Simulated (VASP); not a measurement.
Set up this calculation in VASP 6.6.1, as the native input.

| Property | Result |
| --- | --- |
| Task | single point |
| Functional | PBE |
| Potentials or basis | VASP PAW PBE potentials, release 64 (Cs_sv) |
| Cutoff | 520 eV |
| k mesh | 6 × 6 × 6 |
| Occupations | fermi-dirac, width 0.05 eV |
| Spin | no spin polarisation |
| Further INCAR settings | ALGO = Normal; EDIFF = 1e-07; NBANDS = 10 |

The structure of Cs lies in POSCAR:

```
Cs
1.0
    2.9813810000     -4.2793850000      0.1148980000
    3.0090070000      4.2986100000     -0.0108870000
   -2.4785890000     -0.0721900000      4.4579080000
Cs
1
Direct
    0.0095400000      0.0059200000      0.5081250000
```

This isn't the form of Cs at room conditions, which is bcc.

The cell isn't the ideal one: cell strained at random at fixed volume.

The input as run:

INCAR

```
PREC = Accurate
ENCUT = 520
EDIFF = 1E-7
ISMEAR = -1
SIGMA = 0.05
LREAL = F
LASPH = T
NELM = 60
ALGO = Normal
ISIF = 2
LWAVE = F
LCHARG = F
GGA = PE
NBANDS = 10
```

KPOINTS

```
Automatic mesh
0
Gamma
  6 6 6
```

Potentials or basis: VASP PAW PBE potentials, release 64 (Cs_sv).

Run with:

```sh
$ cat potpaw_PBE.64/Cs_sv/POTCAR > POTCAR
$ mpirun -np 1 vasp_std > vasp.out
```

Results of the run:

| Item | Value |
| --- | --- |
| Pressure | 0.0 GPa |
| Band gap on the k mesh | none (metal or under the smearing width) |

It took 86 s on 1 thread of Intel(R) Xeon(R) Platinum 8488C (Sapphire Rapids) (shared host), peak memory 0.31 GiB.
